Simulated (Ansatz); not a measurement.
A relaxation computed with Ansatz, from input to last step.

```yaml
crystal:
  lattice:
    - [2.677194716, 0.0, 0.0]
    - [-1.338597358, 2.3185186349, 0.0]
    - [0.0, 0.0, 8.7030333457]
  atoms:
    - { symbol: Si, position: [0.0, 0.0, 0.0] }
    - { symbol: Si, position: [0.3333333333, 0.6666666667, 0.25] }
    - { symbol: Si, position: [0.0, 0.0, 0.5] }
    - { symbol: Si, position: [0.6666666667, 0.3333333333, 0.75] }
basis:
  ecutwfc: 420
kpoints:
  mp_grid: { grid: [18, 18, 6] }
hamiltonian:
  xc: pbe
  dispersion: d3bj
scf:
  occupations: { method: gaussian, width: 0.1 }
output:
  forces: true
  stress: true
  eigenvalues: true
relax:
  adjacent_minimum: "off"
  f_tol: 0.01
  max_steps: 60
  cell: { stress_tol: 0.1 }
```

```bash
ansatz run input.yaml --threads 1 --pin off --max-ram 2560MiB --backend cpu --events-out ev --progress --plain --runs-dir out
```

Computed with Ansatz, DFT PBE+D3(BJ), scalar-relativistic, plane waves, PAW.

Of 8 frames 7 are shown, positions in Å and forces in eV/Å; the SCF threshold varies from step to step. Steps run on the plane waves of an earlier cell, with a Pulay correction in the pressure. The basis is chosen afresh for the last frame, the zero of the energies, and at times for earlier ones too; energy and pressure step there, also at an unchanged geometry.

```xyz
4
Lattice="2.6772 0.0000 0.0000 -1.3386 2.3185 0.0000 0.0000 0.0000 8.7030" Properties=species:S:1:pos:R:3:forces:R:3 pbc="T T T" step=1 free_energy_over_end_meV_per_atom=1.04 pressure_GPa=0.76
Si    0.0000    0.0000    0.0000    0.0000    0.0000    0.0000
Si    0.0000    1.5457    2.1758    0.0000    0.0000    0.0000
Si    0.0000    0.0000    4.3515    0.0000    0.0000    0.0000
Si    1.3386    0.7728    6.5273    0.0000    0.0000    0.0000
4
Lattice="2.6786 0.0000 0.0000 -1.3393 2.3197 0.0000 0.0000 0.0000 8.7357" Properties=species:S:1:pos:R:3:forces:R:3 pbc="T T T" step=2 free_energy_over_end_meV_per_atom=0.69 pressure_GPa=0.27
Si    0.0000    0.0000    0.0000    0.0000    0.0000    0.0000
Si    0.0000    1.5465    2.1839    0.0000    0.0000    0.0000
Si    0.0000    0.0000    4.3678    0.0000    0.0000    0.0000
Si    1.3393    0.7732    6.5517    0.0000    0.0000    0.0000
4
Lattice="2.6751 0.0000 0.0000 -1.3376 2.3167 0.0000 0.0000 0.0000 8.7956" Properties=species:S:1:pos:R:3:forces:R:3 pbc="T T T" step=3 free_energy_over_end_meV_per_atom=0.42 pressure_GPa=-0.18
Si    0.0000    0.0000    0.0000    0.0000    0.0000    0.0000
Si    0.0000    1.5445    2.1989    0.0000    0.0000    0.0000
Si    0.0000    0.0000    4.3978    0.0000    0.0000    0.0000
Si    1.3376    0.7722    6.5967    0.0000    0.0000    0.0000
4
Lattice="2.6582 0.0000 0.0000 -1.3291 2.3020 0.0000 0.0000 0.0000 8.9070" Properties=species:S:1:pos:R:3:forces:R:3 pbc="T T T" step=4 free_energy_over_end_meV_per_atom=0.17 pressure_GPa=-0.13
Si    0.0000    0.0000    0.0000    0.0000    0.0000    0.0000
Si    0.0000    1.5347    2.2267    0.0000    0.0000    0.0000
Si    0.0000    0.0000    4.4535    0.0000    0.0000    0.0000
Si    1.3291    0.7673    6.6802    0.0000    0.0000    0.0000
4
Lattice="2.6662 0.0000 0.0000 -1.3331 2.3090 0.0000 0.0000 0.0000 8.8443" Properties=species:S:1:pos:R:3:forces:R:3 pbc="T T T" step=5 free_energy_over_end_meV_per_atom=0.10 pressure_GPa=-0.07
Si    0.0000    0.0000    0.0000    0.0000    0.0000    0.0000
Si    0.0000    1.5393    2.2111    0.0000    0.0000    0.0000
Si    0.0000    0.0000    4.4222    0.0000    0.0000    0.0000
Si    1.3331    0.7697    6.6332    0.0000    0.0000    0.0000
4
Lattice="2.6618 0.0000 0.0000 -1.3309 2.3052 0.0000 0.0000 0.0000 8.8759" Properties=species:S:1:pos:R:3:forces:R:3 pbc="T T T" step=6 free_energy_over_end_meV_per_atom=0.05 pressure_GPa=-0.08
Si    0.0000    0.0000    0.0000    0.0000    0.0000    0.0000
Si    0.0000    1.5368    2.2190    0.0000    0.0000    0.0000
Si    0.0000    0.0000    4.4379    0.0000    0.0000    0.0000
Si    1.3309    0.7684    6.6569    0.0000    0.0000    0.0000
4
Lattice="2.6621 0.0000 0.0000 -1.3311 2.3055 0.0000 0.0000 0.0000 8.8679" Properties=species:S:1:pos:R:3:forces:R:3 pbc="T T T" step=8 free_energy_over_end_meV_per_atom=0.00 pressure_GPa=-0.01
Si    0.0000    0.0000    0.0000    0.0000    0.0000    0.0000
Si    0.0000    1.5370    2.2170    0.0000    0.0000    0.0000
Si    0.0000    0.0000    4.4339    0.0000    0.0000    0.0000
Si    1.3311    0.7685    6.6509    0.0000    0.0000    0.0000
```

Time: 51 s on 1 thread of Arm Neoverse V1, with other jobs on the host, peak memory 0.41 GiB.